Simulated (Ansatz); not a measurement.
# SiNi2 (P6_3/mmc) in Ansatz: reference runs

Reference runs on SiNi2: the cell as given and a disturbed copy.

All numbers are computed with Ansatz 0.2.0; they aren't measurements. Logs are shortened: lines on timing, memory, paths and dates and some standing lists are left out, and cuts for length are marked.

**1. Starting point**

Symmetry: P6_3/mmc, No. 194, hexagonal system. Conventional cell: a = 3.836 Å, b = 3.836 Å, c = 4.948 Å, α = 90.00°, β = 90.00°, γ = 120.00°. Ni (site symmetry -6m2) has 5 Si at 2.21 to 2.47 Å and 6 Ni at 2.54 Å as nearest neighbours. Ni (site symmetry -3m) has 8 Ni at 2.47 to 2.54 Å and 6 Si at 2.54 Å as nearest neighbours. Si (site symmetry -6m2) is surrounded by 11 Ni at 2.21 to 2.54 Å.

**2. Single point, PBE, collinear spin, ferromagnetic start**

input.yaml

```yaml
crystal:
  lattice:
    - [3.836, 0.0, 0.0]
    - [-1.918, 3.3220734489, 0.0]
    - [0.0, 0.0, 4.948]
  atoms:
    - { symbol: Ni, position: [0.6666666667, 0.3333333333, 0.75], spin: 1.0 }
    - { symbol: Ni, position: [0.3333333333, 0.6666666667, 0.25], spin: 1.0 }
    - { symbol: Ni, position: [0.0, 0.0, 0.5], spin: 1.0 }
    - { symbol: Ni, position: [0.0, 0.0, 0.0], spin: 1.0 }
    - { symbol: Si, position: [0.6666666667, 0.3333333333, 0.25] }
    - { symbol: Si, position: [0.3333333333, 0.6666666667, 0.75] }
hamiltonian:
  xc: pbe
  pseudopotentials: { kind: paw }
magnetization:
  spin_polarized: true
kpoints:
  mp_grid: { grid: [8, 8, 6] }
scf:
  occupations: { method: fermi_dirac, width: 0.05 }
output:
  forces: true
  stress: true
  eigenvalues: true
```

Potentials or basis: Ansatz PAW.

The run is started by

```sh
$ ansatz run input.yaml --threads 2 --pin off --max-ram 5120MiB --backend cpu --events-out ev --progress --plain --runs-dir out
```

The program printed:

```text
Warning: RAYON_NUM_THREADS=2 ignored (pool sized by the plan → 2); use --threads N
Engine: ansatz 0.2.0, aarch64-unknown-linux-gnu
Pseudopotentials: kind: paw
Pseudopotential: Ni, paw, valence charge 18, recommended cutoff 420 eV (normal), Ni.paw.azcp
Pseudopotential: Si, paw, valence charge 4, recommended cutoff 420 eV (normal), Si.paw.azcp
Functional definition: PBE
  parameter kappa = 0.804
  parameter beta = 0.06672455060314922
  exchange = pbe_x(kappa = kappa, mu = beta*pi^2/3)
  correlation = pbe_c(beta = beta)
Crystal: 6 atoms, lattice volume = 63.055 Å³
Basis set: ecut = 420 eV, 1229 PW (Γ), exchange–correlation on 54×54×72 points (8 copies of the dense FFT grid, shifted against one another)
Bands: 51, of which v1, the nominal top of the filled ones, is band 40 counted from 1 (39 counted from 0)
Symmetry: 24 space group operations
Space group: P63/mmc (ITA 194), of the structure as read, at distance tolerance 4.0e-5 Å
Magnetic group: BNS 194.263 (UNI 1493), of the structure as read, at distance tolerance 4.0e-5 Å
k-points: 40 of 384
Non-local potential: Ni, projectors of the file, l = 0: 3, l = 1: 2, l = 2: 3, l = 3: 1
Non-local potential: Si, projectors of the file, l = 0: 2, l = 1: 2, l = 2: 2
PAW form: soft (Blöchl's): semilocal exchange-correlation on the pseudo side does not see the compensation charge
PAW one-centre angular grid: Ni, 590 points (default); XC on 64 Gauss nodes
PAW one-centre angular grid: Si, 110 points (default); XC on 64 Gauss nodes
Initial density: superposition of atomic densities (chi_scale 0.1, normalization cell)
Starting moments: Σ|m| = 4 μB on 4 of 6 sites
Initial wavefunctions: pseudopotential atomic-orbital guess
Functional: x = pbe(κ = 0.804, μ = 0.2195149727645171), c = pbe(β = 0.06672455060314922)
SCF iter   1: F=—  HF=-24627.563801 eV  |F-HF|=—  |Δ(HF+E_count)|=         —  Δρ=1.23e-1 (↑1.23e-1 ↓5.67e-2)  dr2=2.52e0  dr2_m=4.37e0  M=0.830 μB ∫|m|=1.053 μB  β_m=0.30  ethr=3.10e-3  ⟨swp⟩=6.5  Hψ=14723  notcnv=0  defer=6
Mixer restart at iter 1: flushing history
preconditioner: auto → Kerker (q_TF=auto, 2.839 Å⁻¹)  [metal: Δε(μ)=0.014 eV  Ē_g=8.259 eV  σ=0.050 eV  W_gap=0.07  n_scr=22 (ndim 8)  ℏωp=32.4 eV  f_vac=0.000  D(μ)=3.72/eV (n_scr^D=34)]
spin=Collinear: Kerker preconditioning applied to the charge; magnetization (m = ρ↑ − ρ↓) channel mixes plain (no charge-response kernel on spin).
SCF iter   2: F=—  HF=-24627.421773 eV  |F-HF|=—  |Δ(HF+E_count)|=   1.42e-1  Δρ=8.55e-2 (↑5.46e-2 ↓8.55e-2)  dr2=7.80e-1  dr2_m=2.71e0  M=0.647 μB ∫|m|=0.791 μB  β_m=0.49  ethr=3.10e-3  ⟨swp⟩=2.2  Hψ=6553  notcnv=0  defer=269
SCF iter   3: F=—  HF=-24631.008557 eV  |F-HF|=—  |Δ(HF+E_count)|=    3.59e0  Δρ=5.90e-2 (↑3.19e-2 ↓5.90e-2)  dr2=7.02e-1  dr2_m=1.14e0  M=0.424 μB ∫|m|=0.517 μB  β_m=0.74  ethr=9.75e-4  ⟨swp⟩=2.8  Hψ=6600  notcnv=0  defer=269
SCF iter   4: F=—  HF=-24633.658552 eV  |F-HF|=—  |Δ(HF+E_count)|=    2.65e0  Δρ=2.90e-2 (↑2.61e-2 ↓2.90e-2)  dr2=1.39e0  dr2_m=1.16e-2  M=0.039 μB ∫|m|=0.067 μB  β_m=0.71  ethr=8.77e-4  ⟨swp⟩=3.0  Hψ=7641  notcnv=0  defer=279
SCF iter   5: F=—  HF=-24633.470085 eV  |F-HF|=—  |Δ(HF+E_count)|=   1.88e-1  Δρ=2.02e-2 (↑1.70e-2 ↓2.02e-2)  dr2=6.03e-1  dr2_m=2.32e-3  M=0.016 μB ∫|m|=0.032 μB  β_m=0.55  ethr=8.77e-4  ⟨swp⟩=3.0  Hψ=7576  notcnv=0  defer=289
SCF iter   6: F=—  HF=-24633.360957 eV  |F-HF|=—  |Δ(HF+E_count)|=   1.09e-1  Δρ=5.61e-3 (↑5.61e-3 ↓4.57e-3)  dr2=2.50e-2  dr2_m=3.71e-4  M=0.011 μB ∫|m|=0.019 μB  β_m=0.77  ethr=7.54e-4  ⟨swp⟩=2.3  Hψ=6206  notcnv=0  defer=286
SCF iter   7: F=—  HF=-24633.382418 eV  |F-HF|=—  |Δ(HF+E_count)|=   2.15e-2  Δρ=1.62e-3 (↑1.43e-3 ↓1.62e-3)  dr2=3.31e-3  dr2_m=9.86e-5  M=0.001 μB ∫|m|=0.005 μB  β_m=0.84  ethr=3.12e-5  ⟨swp⟩=2.0  Hψ=6558  notcnv=0  defer=290
SCF iter   8: F=—  HF=-24633.383721 eV  |F-HF|=—  |Δ(HF+E_count)|=   1.30e-3  Δρ=2.32e-4 (↑1.98e-4 ↓2.32e-4)  dr2=5.99e-5  dr2_m=7.50e-6  M=0.001 μB ∫|m|=0.002 μB  β_m=0.92  ethr=4.14e-6  ⟨swp⟩=2.0  Hψ=5475  notcnv=0  defer=290
SCF iter   9: F=—  HF=-24633.383815 eV  |F-HF|=—  |Δ(HF+E_count)|=   9.42e-5  Δρ=2.54e-4 (↑2.16e-4 ↓2.54e-4)  dr2=1.03e-4  dr2_m=3.57e-7  M=0.000 μB ∫|m|=0.001 μB  β_m=0.92  ethr=7.48e-8  ⟨swp⟩=2.1  Hψ=6606  notcnv=0  defer=290
SCF iter  10: F=—  HF=-24633.383806 eV  |F-HF|=—  |Δ(HF+E_count)|=   8.57e-6  Δρ=2.85e-5 (↑2.85e-5 ↓2.23e-5)  dr2=8.38e-7  dr2_m=7.30e-9  M=0.000 μB ∫|m|=0.000 μB  β_m=0.96  ethr=7.48e-8  ⟨swp⟩=2.0  Hψ=5452  notcnv=0  defer=290
SCF iter  11: F=—  HF=-24633.383807 eV  |F-HF|=—  |Δ(HF+E_count)|=   6.17e-7  Δρ=2.82e-5 (↑2.82e-5 ↓2.31e-5)  dr2=1.13e-6  dr2_m=4.64e-9  M=0.000 μB ∫|m|=0.000 μB  β_m=0.98  ethr=1.05e-9  ⟨swp⟩=2.0  Hψ=5396  notcnv=0  defer=290
SCF iter  12: F=—  HF=-24633.383807 eV  |F-HF|=—  |Δ(HF+E_count)|=   4.47e-8  Δρ=9.71e-6 (↑9.71e-6 ↓7.74e-6)  dr2=1.38e-7  dr2_m=6.56e-10  M=0.000 μB ∫|m|=0.000 μB  β_m=0.85  ethr=1.05e-9  ⟨swp⟩=2.0  Hψ=5228  notcnv=0  defer=290
SCF iter  13: F=-24633.383807 eV  HF=-24633.383807 eV  |F-HF|=1.21e-8  |Δ(HF+E_count)|=   3.12e-8  Δρ=3.10e-6 (↑2.90e-6 ↓3.10e-6)  dr2=1.42e-8  dr2_m=1.20e-11  M=0.000 μB ∫|m|=0.000 μB  ethr=1.25e-10  ⟨swp⟩=8.4  Hψ=17105  notcnv=0
SCF 1 converged in 13 iterations: F = -24633.383807 eV  dr2 = 1.42e-8
WARN: the starting moments were not kept: the SCF closed with an absolute magnetisation of 6.4e-6 μB, where they sum to 4 μB in size (4 sites). That is at most 0.1 of that sum. Measured as dr2_m measures the in/out step, that magnetisation stands 1.8e-11 eV from none, at or under the dr2_threshold of 1.0e-7 eV: it is no larger than a step whose dr2_m would equal this threshold. The system may hold no moment; this SCF shows only that its start led to no more than that. To try another start: raise the starting moments (crystal.atoms[].spin, magnetization.per_species, magnetization.initial_magnetization, or on a non-collinear deck that types none of these the spinor_matrix: blocks that start its atoms; where the total moment is fixed, keep their sum and leave initial_magnetization as it is; typed ones take the place of any that the run laid by itself, positive ones on a crystal's lanthanoids without a Hubbard term where scf.initial_density.shell_occupations: [] is typed) or, if the notice of its spin-set hold's release reads "site moments contracting" or "site moments show no strong build", lengthen the hold (scf.mixing.spin_hold: { on: { confirm: 4 } }; for m-r²SCAN on two components see the key's manual first). Each may lead to a state that holds a moment. A second SCF, from the converged charge density, with the starting moments and any scf.initial_density.shell_occupations laid on it anew, would have followed, and was not run: the deck does not ask for one (magnetization.retry_lost_moments is false, the default). To let it run, set magnetization.retry_lost_moments: true and run the deck again, where that key's refused combinations let it; where memory then withholds it, that run's warning says so.
SCF converged after 13 iterations
Magnetization: 0.0000 μB (40.0000 up, 40.0000 down)
Absolute magnetization: 0.0000 μB (∫|ρ↑−ρ↓|, with the PAW one-centre terms)
Spin contamination: 0.0000 ħ² per cell (⟨S²⟩ above its minimum at these occupations)
Per-site moments (μB) at R_I (Å): [(1.1210387903590336e-6, 0.9135701984498522), (1.1210387907292283e-6, 0.9135701984498522), (1.2334197336587958e-6, 1.0205250000000001), (1.2334197333277573e-6, 1.0205250000000001), (-1.214007812347511e-7, 0.9135701984498522), (-1.2140078099655087e-7, 0.9135701984498522)]
Free energy (F): -24633.383807 eV
Harris-Foulkes:  -24633.383807 eV  (|F-HF|=1.21e-8)
Internal energy: -24633.350959 eV  (E = F + TS)
E sigma→0 (E₀):  -24633.367383 eV
Entropy (-TS):   -0.032848 eV (-5.475 meV/atom)
Fermi energy:    18.026353 eV
--- Per-component energies (eV) ---
  E_band       = -1086.184646
  E_kinetic    = 1233.817672
  E_local      = -15710.684111  (includes V_loc(G=0)·N_el)
  E_nonlocal   = 2597.671619
  E_hartree    = 6727.954526
  E_xc         = -458.285219
  E_vxc        = -542.810073  (∫ρ·V_xc dr)
  E_paw        = -7551.930653  (= ΣΔE_a)
  E_vpaw       = -2120.071622  (= ΣTr[D̂ρ^β])
  E_aug_tail   = 0.002040  (compensation charges beyond the density's cutoff)
  E_ewald      = -11471.896832
  E_smearing   = -0.032848  (= −TS)
  E_closure    = -0.000000  (closes the sum)
  Σ components = -24633.383807   (vs F -24633.383807, Δ=0.00e0)
--- Forces (eV/Å), atoms counted from 1 ---
  atom   1  Ni    -0.00000000    -0.00000000     0.00000000
  atom   2  Ni     0.00000000     0.00000000     0.00000000
  atom   3  Ni    -0.00000000     0.00000000     0.00000000
  atom   4  Ni    -0.00000000     0.00000000    -0.00000000
  atom   5  Si     0.00000000    -0.00000000     0.00000000
  atom   6  Si     0.00000000     0.00000000     0.00000000
  max |Σ_I F_I| component: 1.25e-16 eV/Å
--- Stress (GPa, compression-positive) ---
       13.029842       0.000000       0.000000
        0.000000      13.029842       0.000000
        0.000000       0.000000       8.014207
  P = ⅓ Tr σ = 11.3580 GPa (113.580 kbar)
--- Band table (eV; the first three rows and the last of 80) ---
  k-point 0 ↑: bands = ["-85.5937", "-85.5926", "-85.3416", "-85.3299", "-46.0740", "-46.0740", "-46.0695", "-46.0695", "-45.9095", "-45.9063", "-45.8331", "-45.7373", "-45.7373", "-45.7316", "-45.7316", "-45.7041", "5.0919", "9.5543", "11.2752", "12.7193", "12.7193", "13.9014", "13.9014", "13.9929", "14.0927", "14.0927", "14.6678", "14.6678", "15.9279", "15.9279", "16.1163", "16.5657", "16.5657", "16.6070", "16.6070", "16.7138", "17.3838", "17.3838", "18.1129", "20.8636", "20.8636", "20.9204", "21.0088", "21.0088", "21.3566", "22.3456", "22.3456", "23.8825", "26.4146", "26.4146", "27.3905"]
  k-point 1 ↑: bands = ["-85.5936", "-85.5927", "-85.3408", "-85.3307", "-46.0737", "-46.0737", "-46.0698", "-46.0698", "-45.9095", "-45.9066", "-45.8243", "-45.7369", "-45.7369", "-45.7320", "-45.7320", "-45.7127", "5.2602", "8.7918", "11.9372", "12.7565", "12.7565", "13.6432", "13.6432", "14.0131", "14.3089", "14.3089", "14.6578", "14.6578", "16.0363", "16.0363", "16.0657", "16.5621", "16.5621", "16.6060", "16.6060", "16.7594", "17.2955", "17.2955", "18.3800", "20.9305", "21.0436", "21.0436", "21.0508", "21.0508", "21.0956", "22.1635", "22.1635", "24.1488", "25.1070", "25.1070", "27.6145"]
  k-point 2 ↑: bands = ["-85.5934", "-85.5929", "-85.3387", "-85.3328", "-46.0729", "-46.0729", "-46.0706", "-46.0706", "-45.9093", "-45.9075", "-45.8004", "-45.7361", "-45.7359", "-45.7359", "-45.7331", "-45.7331", "5.7574", "7.6116", "12.8534", "12.8698", "12.8698", "13.3262", "13.3262", "13.9476", "14.5053", "14.5053", "14.6382", "14.6382", "16.0343", "16.3111", "16.3111", "16.5577", "16.5577", "16.5859", "16.6075", "16.6075", "17.0521", "17.0521", "19.3642", "20.6668", "21.1081", "21.1842", "21.1842", "21.5653", "21.5653", "21.7993", "21.7993", "23.6533", "23.6533", "24.0333", "25.9710"]
  k-point 39 ↓: bands = ["-85.5928", "-85.5928", "-85.3361", "-85.3361", "-46.0747", "-46.0747", "-46.0726", "-46.0726", "-45.9124", "-45.9124", "-45.7664", "-45.7664", "-45.7379", "-45.7379", "-45.7268", "-45.7268", "8.9632", "8.9632", "10.9940", "10.9940", "12.2604", "12.2604", "13.9537", "13.9537", "14.7244", "14.7244", "15.0389", "15.0389", "15.4113", "15.4113", "15.6583", "15.6583", "16.2895", "16.2895", "16.5166", "16.5166", "16.6208", "16.6208", "16.9783", "16.9783", "17.8998", "17.8998", "23.2391", "23.2391", "24.1996", "24.1996", "25.3043", "25.3043", "26.7501", "26.7501", "27.6442"]
```

Run time: 12 s. Hardware: 2 threads of Arm Neoverse V2, shared host; peak memory 0.5 GiB.

What came out:

```yaml
Free_energy: -24633.3838 eV
Pressure: 11.4 GPa
Band_gap_on_the_k_mesh: none (metal or under the smearing width)
Net_moment: 0.00 μB per cell
Absolute_moment: 0.00 μB per cell
```

Stress tensor (GPa, compression positive):
```
13.03  0.00  0.00
 0.00 13.03  0.00
 0.00  0.00  8.01
```

Caveat: the starting moments weren't kept.

(Part 1 of 2 ends here.)
